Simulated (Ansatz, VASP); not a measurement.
Given: the input of a run of VASP 6.6.1 on Si2Ni.

File POSCAR:

```
Si2Ni
1.0
    0.0000000000      2.6848585138      2.6848585138
    2.6848585138      0.0000000000      2.6848585138
    2.6848585138      2.6848585138      0.0000000000
Ni Si
1 2
Direct
    0.0000000000      0.0000000000      0.0000000000
    0.7500000000      0.7500000000      0.7500000000
    0.2500000000      0.2500000000      0.2500000000
```

Contents of INCAR.step1:

```
SYSTEM = Si2Ni
PREC = Accurate
ENCUT = 520
ISMEAR = -1
SIGMA = 0.05
LREAL = .FALSE.
LASPH = .TRUE.
NELM = 150
ISPIN = 2
MAGMOM = 1 0 0
LMAXMIX = 4
NBANDS = 20
GGA = PE
ALGO = Normal
EDIFF = 1E-4
LWAVE = .TRUE.
LCHARG = .FALSE.
```

INCAR.step2

```
SYSTEM = Si2Ni
PREC = Accurate
ENCUT = 520
EDIFF = 1E-6
ISMEAR = -1
SIGMA = 0.05
LREAL = .FALSE.
LASPH = .TRUE.
NELM = 150
ALGO = Normal
ISIF = 2
LWAVE = .FALSE.
LCHARG = .FALSE.
ISPIN = 2
MAGMOM = 1 0 0
LORBIT = 11
LMAXMIX = 4
METAGGA = R2SCAN
LMIXTAU = .TRUE.
NBANDS = 20
ISTART = 1
```

The input KPOINTS:

```
regular mesh
0
G
  9 9 9
  0 0 0
```

Potentials or basis: VASP PAW PBE potentials, release 64 (Ni, Si).

Run with:

```console
$ cat potpaw_PBE.64/Ni/POTCAR potpaw_PBE.64/Si/POTCAR > POTCAR
$ cp INCAR.step1 INCAR
$ mpirun -np 1 vasp_std > vasp.out
$ cp INCAR.step2 INCAR
$ mpirun -np 1 vasp_std > vasp.out
```

Q: Translate it to Ansatz 0.2.0. Potentials there: Ansatz PAW.

A: As run (the cutoff follows the program's own potentials):

Contents of input.yaml:

```yaml
crystal:
  lattice:
    - [0.0, 2.6848585138, 2.6848585138]
    - [2.6848585138, 0.0, 2.6848585138]
    - [2.6848585138, 2.6848585138, 0.0]
  atoms:
    - { symbol: Ni, position: [0.0, 0.0, 0.0], spin: 1.0 }
    - { symbol: Si, position: [0.75, 0.75, 0.75] }
    - { symbol: Si, position: [0.25, 0.25, 0.25] }
hamiltonian:
  xc: r2scan
  pseudopotentials: { kind: paw }
magnetization:
  spin_polarized: true
kpoints:
  mp_grid: { grid: [9, 9, 9] }
scf:
  occupations: { method: fermi_dirac, width: 0.05 }
output:
  forces: true
  stress: true
  eigenvalues: true
```

Potentials or basis: Ansatz PAW.

The run is started by

```bash
$ ansatz run input.yaml --threads 2 --pin off --max-ram 5632MiB --backend cpu --events-out ev --progress --plain --runs-dir out
```

Both were run:

|  | VASP | Ansatz | Ansatz less VASP |
| --- | --- | --- | --- |
| gap on the k mesh at the Fermi level (eV) | none | none | - |
| pressure (GPa) | 1.5 | 1.5 | +0.07 |
| net moment per atom (μB) | 0.00 | 0.00 | 0.000 |

A gap of «none» marks a metal or a gap that the smearing closes. The two sets of potentials don't hold the same shells in valence.

Caveats: the PAW data sets were made with another functional, which shifts forces and pressure a little (VASP); the magnetic or orbital state may not be the lowest (Ansatz); the PAW data sets come from PBE, with cores solved anew for the run's functional, which leaves a small shift of forces and pressure (Ansatz); the starting moments weren't kept (Ansatz).
